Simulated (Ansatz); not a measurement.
ZrO$_{2}$ (fluorite)

```
CELL_PARAMETERS angstrom
      0.00000     2.55794     2.55794
      2.55794     0.00000     2.55794
      2.55794     2.55794     0.00000
ATOMIC_POSITIONS crystal
  Zr 0.00000 0.00000 0.00000
  O  0.25000 0.25000 0.25000
  O  0.75000 0.75000 0.75000
```

A phonon eigenvector at Γ is frozen into this cell: atom i moves by Q times the vector below, so Q is the largest atomic displacement, in Å. The cell is held. It is one choice among 3 degenerate patterns.

```tsv
atom	x	y	z
Zr1	0.000	0.000	-0.351
O2	0.000	0.000	1.000
O3	0.000	0.000	1.000
```

Method: PBE (plane waves to 420 eV, PAW, scalar-relativistic; Ansatz, a quantum-chemistry and plane-wave program). k mesh 11×11×11 (Γ-centred), Fermi-Dirac smearing 0.05 eV. The PAW data are Ansatz's earlier set. This is a high-temperature form of ZrO2. ZrO2 is run without spin polarisation. ZrO2 was relaxed with its symmetry unable to fall.

At one point of the scan the forces (eV/Å) are:

```json
[
 {"atom": "Zr1", "Fx": "0.000", "Fy": "0.000", "Fz": "-1.500"},
 {"atom": "O2", "Fx": "0.000", "Fy": "0.000", "Fz": "0.750"},
 {"atom": "O3", "Fx": "0.000", "Fy": "0.000", "Fz": "0.750"}
]
```

Problem. Which point is it?
A) Q = -0.060 Å
B) Q = -0.180 Å
C) Q = -0.090 Å
D) Q = -0.030 Å

Solution. B, Q = -0.180 Å

(For displaced atoms, the force is minus the slope of the energy, and its curvature is a force constant, which sets phonon frequencies.)
